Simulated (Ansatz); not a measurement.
# PbS (Cmcm) in Ansatz: equation of state

Aim: energy against volume of PbS in PBEsol, for its equilibrium volume and stiffness.

Program: Ansatz 0.2.0. These are calculated values, not measurements. Logs are shortened: lines on timing, memory, paths and dates and some standing lists are left out, and cuts for length are marked.

### 1 The structure

It takes space group Cmcm (No. 63, orthorhombic). Conventional cell: a = 4.160 Å, b = 11.983 Å, c = 4.279 Å, α = 90.00°, β = 90.00°, γ = 90.00°. Pb (site symmetry m2m) has 5 S at 2.69 to 2.99 Å as nearest neighbours. S (site symmetry m2m) has 5 Pb at 2.69 to 2.99 Å as nearest neighbours.

Measurements of this composition are mostly on another form, of space group No. 225.

### 2 Equation of state, PBEsol

Potentials or basis: all-electron LAPW, scalar-relativistic.

This step only gathers the single runs of the series.

Results:

```
Equilibrium volume                        : 25.76 Å³/atom
Bulk modulus at fixed shape and positions : 58 GPa
Pressure derivative of the bulk modulus   : 4.4
```

Energy against volume, from the lowest point:
| volume (Å³/atom) | energy (meV/atom) |
| --- | --- |
| 25.064 | 3.37 |
| 25.597 | 0.00 |
| 26.130 | 0.78 |
| 26.664 | 5.26 |
| 27.197 | 13.04 |
| 27.730 | 23.77 |
| 28.263 | 37.17 |

Caveat: the cell was scaled at fixed shape and fractional positions, which overstates the stiffness of a crystal with free parameters, most of all of layers and chains.
